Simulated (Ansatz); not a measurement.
# BaTiO3 (Barioperovskite) under changes of volume

One of the cells (12.867 Å³/atom); the others are scaled copies at fixed shape and fractional positions:

```
Ba Ti O
1.0
     3.98550    0.00000    0.00000
     0.00000    2.83690    2.84515
     0.00000   -2.83690    2.84515
Ba Ti O
1 1 3
Cartesian
  0.0000 0.0000 0.0000
  1.9928 0.0000 2.9157
  1.9928 1.3804 4.2594
  1.9928 -1.3804 4.2594
  0.0000 0.0000 2.7735
```

```yaml
Program: Ansatz 0.2.0
Functional: LDA
Potentials_or_basis: all-electron LAPW, scalar-relativistic
Cutoff: 386 eV (chosen from the basis error)
Basis_error_allowed: 0.002 eV/atom
k_mesh: 7 × 7 × 7
Occupations: fermi-dirac, width 0.05 eV
Spin: no spin polarisation
```

```tsv
volume (Å³/atom)	energy over the lowest point (meV/atom)	pressure (GPa)	gap on the mesh (eV)	largest force (eV/Å)
12.095	?	?	?	?
12.353	0.00	-1.7	1.98	0.215
12.610	5.68	-5.3	1.94	0.257
12.867	16.92	-8.6	1.90	0.319
13.125	33.11	-11.5	1.85	0.387
13.382	53.70	-14.1	1.81	0.456
13.639	78.21	-16.4	1.77	0.522
```

Q: What does the run at 12.095 Å³/atom give?

A: Energy over the lowest point 0.53 meV/atom; pressure 2.4 GPa; gap on the mesh 2.03 eV; largest force 0.215 eV/Å.

Worked out: A Birch-Murnaghan fit of order 3 (a polynomial in V^(-2/3)) to the other rows has its minimum at 12.24 Å³/atom, just outside them, with B0 = V·E''(V) = 192 GPa and B' = 4.4 at fixed shape and positions, which overstates the stiffness. It gives 0.50 meV/atom at 12.095 Å³/atom, against the run's 0.53, and -dE/dV = 2.4 GPa, against 2.4. A straight line through the other rows of the gap, of slope -2.15 eV per unit of ln V, extrapolates to 2.03 eV, against the run's 2.03.

Energies are extrapolated to zero smearing.

Caveats: spin-orbit coupling is left out, which moves the levels of the heavy elements; an odd mesh through Γ misses points on the zone boundary, where band edges often lie.
